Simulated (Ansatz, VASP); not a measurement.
**Two plane-wave programs on SiC**

File INCAR:

```
SYSTEM = SiC
ALGO = Normal
EDIFF = 1E-6
ENCUT = 520
GGA = PE
ISIF = 2
ISMEAR = 0
LASPH = .TRUE.
LCHARG = .FALSE.
LREAL = .FALSE.
LWAVE = .FALSE.
NBANDS = 16
NELM = 80
PREC = Accurate
SIGMA = 0.05
```

File KPOINTS:

```
k-points
0
G
  6 6 4
  0 0 0
```

Contents of POSCAR:

```
SiC
1.0
    3.0759982064      0.0000000000      0.0000000000
   -1.5379991032      2.6638925888      0.0000000000
    0.0000000000      0.0000000000      5.0480000000
Si C
2 2
Direct
    0.3333333333      0.6666666667     -0.0198098257
    0.6666666667      0.3333333333      0.5000000000
    0.3333333333      0.6666666667      0.3850000000
    0.6666666667      0.3333333333      0.8850000000
```

Input for Ansatz:

```yaml
crystal:
  lattice:
    - [3.0759982064, 0.0, 0.0]
    - [-1.5379991032, 2.6638925888, 0.0]
    - [0.0, 0.0, 5.048]
  atoms:
    - { symbol: Si, position: [0.3333333333, 0.6666666667, -0.0198098257] }
    - { symbol: Si, position: [0.6666666667, 0.3333333333, 0.5] }
    - { symbol: C, position: [0.3333333333, 0.6666666667, 0.385] }
    - { symbol: C, position: [0.6666666667, 0.3333333333, 0.885] }
basis:
  ecutwfc: 420
kpoints:
  mp_grid: { grid: [6, 6, 4] }
hamiltonian:
  xc: pbe
scf:
  occupations: { method: gaussian, width: 0.05 }
output:
  forces: true
  stress: true
  eigenvalues: true
```

Alike in both runs: task single point; functional PBE; k mesh 6 × 6 × 4; occupations gaussian, width 0.05 eV; no spin polarisation.

```csv
,VASP,Ansatz
version,VASP 6.6.1,Ansatz 0.2.0
potentials or method,"VASP PAW PBE potentials, release 64 (Si, C)","scalar-relativistic, plane waves, PAW"
plane-wave cutoff (eV),520,420
valence electrons in the cell,16,16
```

|  | VASP | Ansatz | Ansatz less VASP |
| --- | --- | --- | --- |
| gap on the k mesh at the Fermi level (eV) | 2.24 | 2.24 | +0.002 |
| least direct gap on the mesh (eV) | 4.07 | 4.08 | +0.004 |
| pressure (GPa) | 4.6 | 4.7 | +0.06 |
| largest component of the traceless stress (GPa) | 5.94 | 5.97 | +0.030 |
| rms of the force components (eV/Å) | 0.946 | 0.946 | +0.0001 |

Atom by atom the forces differ by 0.001 eV/Å (rms over components). With one functional, cell and mesh, what is left measures potentials, basis and numerics.

Caveats: forces of over 1 eV/Å show positions far from the minimum, so gaps and moduli don't describe the material at rest. A k mesh can miss the band edges.
